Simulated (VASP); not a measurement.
Here is a VASP 6.6.1 calculation.

The input INCAR:

```
  PREC = Accurate
  ENCUT = 520
  EDIFF = 1E-7
  ISMEAR = -1
  SIGMA = 0.05
  LREAL = Auto
  LASPH = True
  NELM = 60
  ALGO = Fast
  ISIF = 2
  LWAVE = False
  LCHARG = False
  GGA = PE
  IVDW = 12
  NBANDS = 58
```

KPOINTS

```
regular mesh
0
Gamma
  1 1 1
```

POSCAR

```
H4C
1.0
    8.2150030000      0.0000000000      0.0000000000
    0.0000000000      8.2150030000      0.0000000000
    0.0000000000      0.0000000000      8.2150030000
C H
8 32
Direct
    0.1362750567      0.8863539064      0.0784418460
    0.5680095309      0.0448204340      0.0638465987
    0.3331952526      0.7660618018      0.6493728608
    0.0432744821      0.3428848413      1.0280215357
    0.4074131196      0.4506754288      0.2592573612
    0.8300544747      0.7446619313      0.8307848457
    0.2107607264      0.2229214037      0.6240046413
    0.6540959267      0.1328057945      0.5790868244
    0.0212294506      0.9494457884      0.1004625318
    0.2332074620      0.9273398926      0.1632014011
    0.1759342023      0.9386606432     -0.0353377838
    0.1425319017      0.7582711777      0.0517467857
    0.6233959988      0.1725501500      0.0418624315
    0.4667801095      0.0440535445      0.1527692686
    0.6655140601     -0.0362385747      0.1102251576
    0.5185512409     -0.0074863028     -0.0455264593
    0.3560193466      0.8671208032      0.7209370465
    0.2667071455      0.6672182591      0.7174921299
    0.4401946049      0.7133290152      0.5847471997
    0.2633109203      0.8185024400      0.5477782540
    0.0035057808      0.4459280173      0.9453313651
    0.1570906304      0.3635786865      1.0787823206
    0.0561898760      0.2294460513      0.9694336082
   -0.0347778327      0.3295799162      1.1368589884
    0.5327447841      0.4847594091      0.2697381851
    0.3893242644      0.3407545925      0.1918441174
    0.3583443609      0.5479243282      0.1806207496
    0.3352159458      0.4565183969      0.3787704034
    0.8347531949      0.8622394904      0.8976503113
    0.9629211334      0.7279972996      0.7832620390
    0.7390015561      0.7552401381      0.7328907853
    0.7929759734      0.6494458980      0.9147288199
    0.2176383867      0.1618989062      0.7494580343
    0.3391356035      0.2658915645      0.5956175549
    0.1386609354      0.3331587341      0.6062566258
    0.1710894080      0.1380644657      0.5202432671
    0.7809735432      0.1247595406      0.5408397295
    0.6051854150      0.2331709435      0.6616065752
    0.6194519953      0.0134266536      0.6367374425
    0.5814483574      0.1316250280      0.4644185766
```

Potentials or basis: VASP PAW PBE potentials, release 64 (C, H).

Launch:

```sh
$ cat potpaw_PBE.64/C/POTCAR potpaw_PBE.64/H/POTCAR > POTCAR
$ mpirun -np 1 vasp_gam > vasp.out
```

Task: Predict the dispersion energy per atom.

Result: -0.024 eV.

Task: What does it give for the pressure?

Result: -0.8 GPa.

Task: What does it give for the band gap on the k mesh?

Result: 6.93 eV, direct.

Task: Predict the largest force.

Result: 2.966 eV/Å.

Forces in eV/Å, atoms in the order of the input:
```
C    1.074  1.308 -0.189
C    0.800  0.993  0.685
C   -0.616 -2.201 -1.891
C   -1.876  1.242  0.095
C   -1.637  1.508  0.695
C    1.583  0.873 -0.436
C    1.389 -0.737 -0.808
C   -1.778 -0.812  0.043
H   -0.208 -0.679  0.423
H   -0.553 -0.422  0.098
H    0.262  0.424 -0.768
H   -0.568 -0.667  0.552
H   -0.877 -1.510  0.275
H    0.435  0.385 -0.069
H   -0.281  0.255 -0.128
H   -0.025 -0.087 -0.742
H    0.933  1.498  1.607
H    0.351  0.793 -0.581
H   -0.115  0.271  0.749
H   -0.527 -0.414  0.093
H    0.301 -1.022  0.718
H    2.068  0.853  0.607
H   -0.360 -1.169 -0.967
H   -0.306  0.085 -0.469
H    0.912 -0.224  0.517
H    0.072 -0.916 -0.040
H   -0.227 -0.006  0.109
H    1.001 -0.266 -1.229
H   -0.213 -0.417 -0.216
H   -1.914 -0.127  0.417
H    0.356 -0.078 -0.009
H    0.126 -0.297  0.143
H   -0.613  0.809 -1.421
H   -0.936 -0.581  0.149
H   -0.438 -0.006  0.765
H    0.511  0.524  1.300
H    0.224  0.552  0.503
H    1.107 -0.742 -0.851
H    0.370  0.701 -0.124
H    0.193  0.306  0.396
```
